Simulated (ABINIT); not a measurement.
Runs of ABINIT 10.8.3 (patched build) on MgO. Symmetry: Fm-3m, No. 225, cubic system. Conventional cell: a = 4.194 Å, b = 4.194 Å, c = 4.194 Å, α = 90.00°, β = 90.00°, γ = 90.00°. Mg (site symmetry m-3m) has 6 O at 2.10 Å as nearest neighbours. O (site symmetry m-3m) has 6 Mg at 2.10 Å as nearest neighbours. The cell is a database's computed one.

```csv
share of exact exchange,gap on the mesh (eV)
0.05,5.27
0.35,7.48
0.25,(a)
0.15,5.99
```

Alike in all rows: task single point; level HSE06; potentials or basis SPMS NC PBE v1.0; no spin polarisation; cell as given; k mesh 6 × 6 × 6; cutoff (eV) 952; smearing fermi-dirac 0.05 eV; the mesh is coarse, so values aren't converged.

Estimate the missing entries.

(a) 6.73.

Caveats: all runs use coarse meshes; exact exchange is summed on a coarse mesh, which widens gaps by tenths of an eV; Libxc's HSE differs a little from that of other programs.

Runs at the PBE level aren't shown here.
